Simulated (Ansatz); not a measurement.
Stackings of close-packed layers of MnSb (capitals for Mn, lower case for the other element), each relaxed to a stress under 0.05 GPa; energies count from the stacking AcBaCb (R-3m).

Theory: DFT PBE, scalar-relativistic, plane waves, PAW (Ansatz 0.2.0).

Cutoff 420 eV, Gaussian smearing of 0.10 eV, energies at zero smearing, symmetry of each start kept, collinear spin where a moment is listed.

```csv
start,atoms,k mesh,excess energy (meV/atom),spacing of like layers (Å),a (Å),size of the moment (μB per cell)
AbAc,4,12×12×6,-165.0,2.798,4.098,6.40
AcBc,4,12×12×6,140.5,3.262,4.001,7.81
AcBcAbCb,8,12×12×3,67.5,3.244,3.971,15.45
AcBaCbAbCaBc,12,12×12×2,44.7,3.231,3.964,23.07
AcBaCbAcBc,10,12×12×3,56.0,3.256,3.951,19.16
AcBcAcBcAbCbAcBc,16,12×12×2,103.7,3.257,3.976,30.76
```

Zero in every row: gap on the mesh (eV).

Spin-orbit coupling is left out, which matters for the bands of heavy elements. Only parallel moments were tried here.

Small energy differences in metals hang on the k mesh (about 10 mJ/m² or 1 to 2 meV/atom on the mesh of the relaxation).

Cost: 6 runs of about 60 core-minutes in all, on Intel Xeon 6975P-C (Granite Rapids) (shared hosts).